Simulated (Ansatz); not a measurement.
GaN:

```
Ga N
1.0
     0.00000    2.13524    2.13524
     2.13524    0.00000    2.13524
     2.13524    2.13524    0.00000
Ga N
1 1
Direct
  0.00000 0.00000 0.00000
  0.50000 0.50000 0.50000
```

Measurements of this composition are mostly on another form, of space group No. 186.

```yaml
Program: Ansatz 0.2.0
Task: relaxation of cell and atoms
Functional: PBE
Dispersion: D4
Potentials_or_basis: Ansatz PAW
Cutoff: "420 eV (not typed: the program's choice for these potentials)"
k_mesh: 11 × 11 × 11
Occupations: fermi-dirac, width 0.05 eV
Spin: no spin polarisation
```

At the start: volume 9.74 Å³/atom.

Task: How do energy, volume and symmetry change on relaxing?

Result: It ends after 7 steps and the volume is 9.40 Å³/atom (-3.5 %); space group Fm-3m (No. 225, to 0.05 Å).

The path:
```csv
step,energy change (eV),largest force (eV/Å),volume (Å³)
1,0.0000,0.0000,19.47
2,-0.0155,0.0000,19.04
3,-0.0184,0.0000,18.80
4,-0.0183,0.0000,18.81
5,-0.0161,0.0000,18.81
6,-0.0162,0.0000,18.80
7,-0.0160,0.0000,18.80
```

Final structure:
```
CELL_PARAMETERS angstrom
0.00000 2.11034 2.11034
2.11034 0.00000 2.11034
2.11034 2.11034 0.00000
ATOMIC_POSITIONS crystal
Ga 0.00000 0.00000 0.00000
N 0.50000 0.50000 0.50000
```

Caveat: the plane-wave basis is chosen anew once the cell has moved, so the energies of steps on either side of that aren't comparable; the pressure holds a Pulay correction of +0.6 GPa for the finite cutoff.
